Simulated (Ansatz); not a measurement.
# Co: the cost of one run

Program: Ansatz 0.2.0. Level of theory: DFT PBE, with the methods named in each step. These are calculated values, not measurements.

## 1. The structure to begin with

It takes space group P-3m1 (No. 164, trigonal). The conventional cell has a = 2.487 Å, b = 2.487 Å, c = 4.063 Å, α = 90.00°, β = 90.00°, γ = 120.00°. Co (site symmetry 3m) has 12 Co at 2.42 to 2.55 Å as nearest neighbours.

As a file:

```xyz
2
Lattice="2.4874 0.0000 0.0000 -1.2437 2.1541 0.0000 0.0000 0.0000 4.0633" Properties=species:S:1:pos:R:3 pbc="T T T"
Co    1.2437    0.7180    1.0559
Co    0.0000    1.4361    3.0074
```

Atoms are numbered in the order of the input: Co1, Co2.

## 2. Collinear moments without spin-orbit coupling, PAW

The input, input.yaml:

```yaml
crystal:
  lattice:
    - [2.4873648738, 0.0, 0.0]
    - [-1.2436824369, 2.1541211692, 0.0]
    - [0.0, 0.0, 4.0632895034]
  atoms:
    - { symbol: Co, position: [0.6666666667, 0.3333333333, 0.259861], spin: 2.0 }
    - { symbol: Co, position: [0.3333333333, 0.6666666667, 0.740139], spin: 2.0 }
magnetization:
  spin_polarized: true
kpoints:
  mp_grid: { grid: [11, 11, 6] }
scf:
  occupations: { method: fermi_dirac, width: 0.1 }
  lower_state_search: "off"
hamiltonian:
  xc: pbe
  pseudopotentials: { kind: paw }
output:
  forces: true
  stress: true
  eigenvalues: true
```

Command:

```console
$ ansatz run input.yaml --threads 3 --pin off --max-ram 6144MiB --backend cpu --events-out ev --progress --plain --runs-dir out
```

Q: Estimate wall time and peak memory on 3 threads of Arm Neoverse V1, shared host.

About 3.8 s, with a peak of 0.33 GiB.
